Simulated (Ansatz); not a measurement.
Input of an Ansatz 0.2.0 run:

input.yaml

```yaml
crystal:
  lattice:
    - [0.0, 2.87015, 2.87015]
    - [2.87015, 0.0, 2.87015]
    - [2.87015, 2.87015, 0.0]
  atoms:
    - { symbol: Ag, position: [0.0, 0.0, 0.0] }
    - { symbol: Br, position: [0.5, 0.5, 0.5] }
kpoints:
  mp_grid: { grid: [8, 8, 8] }
  band_path:
    path:
      - [0.0, 0.0, 0.0]
      - [0.5, 0.0, 0.5]
      - [0.5, 0.25, 0.75]
      - [0.375, 0.375, 0.75]
      - [0.0, 0.0, 0.0]
      - [0.5, 0.5, 0.5]
      - [0.625, 0.25, 0.625]
      - [0.5, 0.25, 0.75]
    npoints: 12
scf:
  occupations: { method: fermi_dirac, width: 0.05 }
hamiltonian:
  xc: blyp
  pseudopotentials: { kind: all_electron, lapw: { basis_error: 0.001 } }
output:
  forces: true
  stress: true
  eigenvalues: true
```

Potentials or basis: all-electron LAPW, scalar-relativistic.

The run is started by

```sh
$ ansatz run input.yaml --threads 1 --pin off --max-ram 3072MiB --backend cpu --events-out ev --progress --plain --runs-dir out
```

Q: Predict the band gap on the k mesh.

A: 0.72 eV, indirect (least direct gap 2.62 eV).

Q: Predict the pressure.

A: 6.1 GPa.

Q: Predict the band gap along the path.

A: 0.72 eV, indirect (least direct gap 2.62 eV).

Levels at the corners of the path, in eV from the valence-band top:
```
point  band 18  band 19  band 20  band 21  band 22  band 23  band 24  band 25  band 26  band 27
    Γ    -2.82    -2.82    -1.90    -1.90    -1.90     0.72    10.13    10.13    10.13    11.59
    X    -2.78    -2.67    -2.42    -2.42    -2.32     1.56     7.36     9.24    11.07    11.07
    W    -2.42    -2.41    -2.30    -2.30    -1.54     3.73     7.22     7.90     7.90    12.95
    K    -2.67    -2.47    -2.24    -2.04    -1.20     2.94     7.03     8.42     9.23    10.84
    Γ    -2.82    -2.82    -1.90    -1.90    -1.90     0.72    10.13    10.13    10.13    11.59
    L    -2.52    -2.52    -2.18     0.00     0.00     3.95     6.48     6.86     6.86    12.62
    U    -2.67    -2.47    -2.24    -2.04    -1.20     2.94     7.03     8.42     9.23    10.84
    W    -2.42    -2.41    -2.30    -2.30    -1.54     3.73     7.22     7.90     7.90    12.95
```

BLYP gaps usually lie below the measured ones, often by a third to a half.
